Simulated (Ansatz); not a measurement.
# Thallium, simple cubic: HSE06 after PBE

Aim: see what exact exchange does to the levels, and what it costs. Spin polarisation is left out. The geometry was relaxed under PBE beforehand and is kept. Exact exchange is dear, so the k-mesh is coarse, and PBE is run on the same mesh for comparison.

Computed with Ansatz 0.2.0 (DFT, plane waves (420 eV) with PBE-made PAW files, scalar-relativistic; functionals as named at each step, unless a step says otherwise).

## Step 1: The structure to begin with

Symmetry: Pm-3m, No. 221, cubic system. The conventional cell has a = 3.249 Å, b = 3.249 Å, c = 3.249 Å, α = 90.00°, β = 90.00°, γ = 90.00°. Tl (site symmetry m-3m) is surrounded by 6 Tl at 3.25 Å.

As a file:

```cif
data_structure
_symmetry_space_group_name_H-M 'P 1'
_symmetry_Int_Tables_number 1
_cell_length_a 3.2485
_cell_length_b 3.2485
_cell_length_c 3.2485
_cell_angle_alpha 90.000
_cell_angle_beta 90.000
_cell_angle_gamma 90.000
_cell_volume 34.28
loop_
_atom_site_label
_atom_site_type_symbol
_atom_site_fract_x
_atom_site_fract_y
_atom_site_fract_z
_atom_site_occupancy
Tl1 Tl 0.00000 0.00000 0.00000 1
```

## Step 2: PBE on the coarse mesh

The run with PBE.

The input, input.yaml:

```yaml
crystal:
  lattice:
    - [3.2485487673, 0.0, 0.0]
    - [0.0, 3.2485487673, 0.0]
    - [0.0, 0.0, 3.2485487673]
  atoms:
    - { symbol: Tl, position: [0.0, 0.0, 0.0] }
hamiltonian:
  xc: pbe
  pseudopotentials:
    kind: paw
    azcp:
      Tl: "pseudopotentials/Tl.paw.azcp"
basis:
  ecutwfc: 420
  fft_grid_basis: typed
kpoints:
  mp_grid: { grid: [5, 5, 5], shift: [0, 0, 0] }
magnetization:
  spin_polarized: false
scf:
  occupations: { method: fermi_dirac, width: 0.1 }
```

Command:

```console
$ ansatz run input.yaml --threads 4 --pin off --max-ram 8192MiB --backend cpu --events-out ev --progress --plain --runs-dir out
```

The log of the run (excerpt; [...] marks lines left out):

```text
Warning: RAYON_NUM_THREADS=4 ignored (pool sized by the plan → 4); use --threads N
[...]
Pseudopotentials: kind: paw
Pseudopotential: Tl, paw, valence charge 13, recommended cutoff 420 eV (normal), <dir>
Functional definition: PBE
[...]
Crystal: 1 atoms, lattice volume = 34.282 Å³
Basis set: ecut = 420 eV, 691 PW (Γ)
Bands: 11, of which v1, the nominal top of the filled ones, is band 7 counted from 1 (6 counted from 0)
Symmetry: 48 space group operations
Space group: Pm-3m (ITA 221), of the structure as read, at distance tolerance 3.2e-5 Å
k-points: 10 of 125
[...]
SCF iter   1: F=—  HF=-11444.008373 eV  |F-HF|=—  |Δ(HF+E_count)|=         —  Δρ=8.50e-4  dr2=4.16e-4  ethr=1.77e-3  ⟨swp⟩=5.3  Hψ=698  notcnv=0
[...]
SCF iter   6: F=-11444.007750 eV  HF=-11444.007750 eV  |F-HF|=4.07e-10  |Δ(HF+E_count)|=   7.85e-9  Δρ=1.12e-6  dr2=4.24e-10  ethr=1.15e-10  ⟨swp⟩=1.0  Hψ=318  notcnv=0
[...]
SCF converged after 6 iterations
Free energy (F): -11444.007750 eV
[...]
E sigma→0 (E₀):  -11443.997967 eV
Entropy (-TS):   -0.019566 eV (-19.566 meV/atom)
Fermi energy:    8.198354 eV
[...]
```

Wall time 0.17 s (4 threads of Arm Neoverse V2, shared host); peak memory 0.25 GiB.

## Step 3: HSE06 on the coarse mesh

The run with HSE06.

Edit input.yaml of step 2 so:

```diff
@@ -8,3 +8,3 @@
 hamiltonian:
-  xc: pbe
+  xc: hse06
   pseudopotentials:
```

Command:

```console
$ ansatz run input.yaml --threads 4 --pin off --max-ram 8192MiB --backend cpu --events-out ev --progress --plain --runs-dir out
```

The log of the run (excerpt; [...] marks lines left out):

```text
Warning: RAYON_NUM_THREADS=4 ignored (pool sized by the plan → 4); use --threads N
[...]
[... 2 set-up lines as earlier in the session ...]
Functional definition: HSE06
[...]
Crystal: 1 atoms, lattice volume = 34.282 Å³
Basis set: ecut = 420 eV, 691 PW (Γ)
Bands: 11, of which v1, the nominal top of the filled ones, is band 7 counted from 1 (6 counted from 0)
[... 2 set-up lines as earlier in the session ...]
k-points: 10 of 125
[...]
SCF iter   1: F=—  HF=-11444.006943 eV  |F-HF|=—  |Δ(HF+E_count)|=         —  Δρ=9.00e-4  dr2=3.09e-4  ethr=1.77e-3  ⟨swp⟩=11.4  Hψ=553  notcnv=0
[...]
Frozen-core exchange: fock
[...]
SCF 2 stopped early in 6 iterations: F = -11447.472895 eV  dr2 = 7.68e-7
hybrid outer 1: dexx = +2.336e-3 eV, tail = 4.75e-6 eV
[...]
Frozen-core exchange: fock
[...]
hybrid outer 2: dexx = +7.165e-8 eV, tail = 5.34e-8 eV, Δε = 1.35e-3 eV (about 1.83e-4 eV left of the loop's levels)
hybrid SCF converged: 2 outer / 8 inner (+7 warm-up), last move |dexx| = 7.16e-8 eV, tail = 5.34e-8 eV
Stability not checked: this state was not tested for a lower state beside it, because the functional holds exact exchange (a hybrid, or Hartree-Fock), whose exchange loop this test does not read (fock_operator; see scf.lower_state_search)
Free energy (F): -11447.472795 eV
Frozen-core exchange: fock
[...]
E sigma→0 (E₀):  -11447.464065 eV
Entropy (-TS):   -0.017460 eV (-17.460 meV/atom)
Fermi energy:    8.167190 eV
[...]
--- Band table (eV; the first three rows and the last of 10) ---
  k-point 0: bands = ["-5.8813", "-5.8813", "-4.9727", "-4.9727", "-4.9727", "-2.3565", "15.1153", "15.1153", "15.1153"]
[...]
  guard bands above this table: 2 of the run's 11 bands. The solve was not asked for them (output.publish_guard_bands: true or output.eigenvalues: true publishes all)
```

Wall time 2.7 s (4 threads of Arm Neoverse V2, shared host); peak memory 0.67 GiB.

## Step 4: The functionals compared

```csv
functional,gap on the mesh,Fermi energy (eV),SCF cycles,exchange loops,CPU time
PBE,none (levels filled in part),8.198,6,-,0.34 s
HSE06,none (levels filled in part),8.167,15,2,6.8 s
```

## Step 5: Outcome

```
                         quantity                         value
                         PBE: gap  none (levels filled in part)
                       HSE06: gap  none (levels filled in part)
HSE06: SCF cycles, exchange loops                         15, 2
 HSE06: CPU time over that of PBE                            20
           HSE06: relative to hcp                 +146 meV/atom
```

**Reading.** Both PBE and HSE06 leave levels filled in part. HSE06 cost 20 times the CPU time of PBE. HSE06 needed 2 outer loops of the exchange operator. The dense-mesh value adds -14.7 meV/atom, the change that PBE shows between the coarse mesh and its own dense run (not shown). Under HSE06 it lies 146 meV/atom above hcp (computed apart in the same way); on such meshes a few tens of meV are uncertain for metals. Absolute energies differ from functional to functional, by eV per atom at times, and say nothing by themselves.
